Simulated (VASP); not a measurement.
Set up this calculation in VASP 6.6.1, as the native input.

```
Task                   : electrostatic potential
Functional             : r2SCAN
Potentials or basis    : VASP PAW PBE potentials, release 64 (Bi_d)
Cutoff                 : 520 eV
k mesh                 : 9 × 9 × 9
Occupations            : tetrahedron
Spin                   : no spin polarisation
Further INCAR settings : ALGO = Normal; EDIFF = 1e-06
```

The structure of Bi lies in POSCAR:

```
Bi
1.0
   -1.9790240000      1.9985000000      1.9531420000
    1.9661170000     -2.0296300000      1.9713650000
    1.9749290000      2.0255350000     -1.9842720000
Bi
1
Direct
   -0.0011140000      0.0181590000      0.0152380000
```

This isn't the form of Bi at room conditions, which is rhombohedral.

The cell isn't the ideal one: cell strained at random at fixed volume.

One way to write it, as run:

INCAR

```
SYSTEM = Bi
ALGO = Normal ; EDIFF = 1E-6
ENCUT = 520 ; ISIF = 2
ISMEAR = -5 ; LASPH = .TRUE.
LCHARG = .TRUE. ; LMIXTAU = .TRUE.
LREAL = .FALSE. ; LVHAR = .TRUE.
LWAVE = .FALSE. ; METAGGA = R2SCAN
NELM = 60 ; PREC = Accurate
SIGMA = 0.05
```

KPOINTS

```
k-points
0
G
  9 9 9
  0 0 0
```

Potentials or basis: VASP PAW PBE potentials, release 64 (Bi_d).

Launch:

```sh
$ cat potpaw_PBE.64/Bi_d/POTCAR > POTCAR
$ mpirun -np 1 vasp_std > vasp.out
```

Results of the run:

```yaml
Pressure: 0.2 GPa
Band_gap_on_the_k_mesh: none (metal or under the smearing width)
```

Caveat: the PAW data sets were made with another functional, which shifts forces and pressure a little; spin-orbit coupling is left out, which moves the levels of the heavy elements; tetrahedron occupations give inexact forces and stress in metals.

It took 7.4 min on 1 thread of Intel(R) Xeon(R) Platinum 8488C (Sapphire Rapids), on a shared host, peak memory 0.26 GiB.
